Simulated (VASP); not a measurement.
Bi2Te3 (Tellurobismuthite):

```
Bi Te
1.0
     2.19300    1.26613   10.16567
    -2.19300    1.26613   10.16567
     0.00000   -2.53226   10.16567
Bi Te
2 3
Direct
  0.60000 0.60000 0.60000
  0.40000 0.40000 0.40000
  0.79050 0.79050 0.79050
  0.20950 0.20950 0.20950
  0.00000 0.00000 0.00000
```

Base run:

| Quantity | Value |
| --- | --- |
| Program | VASP 6.6.1 |
| Functional | LDA |
| Potentials or basis | VASP PAW LDA potentials, release 64 (Bi_d, Te) |
| Cutoff | 520 eV |
| k mesh | 8 × 8 × 8 |
| Occupations | gaussian, width 0.02 eV |
| Spin | no spin polarisation |

Its results: band gap on the k mesh 0.19 eV, direct; pressure -1.7 GPa; largest force 0.160 eV/Å.

**Question.** The run is repeated on the same cell with these changes: functional from LDA to r2SCAN; potentials or basis from VASP PAW LDA potentials, release 64 (Bi_d, Te) to VASP PAW PBE potentials, release 64 (Bi_d, Te). What comes out?

**Answer.** Band gap on the k mesh 0.51 eV, direct; pressure 1.3 GPa; largest force 0.273 eV/Å.

Caveats: spin-orbit coupling is left out, which as a rule narrows the gap of such compounds by several tenths of an eV; the PAW data sets were made with another functional, which shifts forces and pressure a little (some runs).
